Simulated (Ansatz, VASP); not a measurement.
# Sr: VASP beside Ansatz

```
Sr
1.0
     0.00000    4.74383    4.74383
     4.74383    0.00000    4.74383
     4.74383    4.74383    0.00000
Sr
2
Direct
  0.12500 0.12500 0.12500
  0.87500 0.87500 0.87500
```

Alike in both runs: task single point; functional PBEsol; k mesh 7 × 7 × 7; occupations fermi-dirac, width 0.1 eV; no spin polarisation.

|  | VASP | Ansatz |
| --- | --- | --- |
| version | VASP 6.6.1 | Ansatz 0.2.0 |
| potentials or method | VASP PAW PBE potentials, release 64 (Sr_sv) | plane waves (420 eV) with PAW, scalar-relativistic |
| plane-wave cutoff (eV) | 520 | 420 |
| valence electrons in the cell | 20 | 20 |

|  | VASP | Ansatz | Ansatz less VASP |
| --- | --- | --- | --- |
| pressure (GPa) | -0.1 | -0.1 | 0.00 |

Ansatz warned: «pseudo_functional_mismatch».

Caveats: the PAW data sets were made with another functional, which shifts forces and pressure a little (VASP).
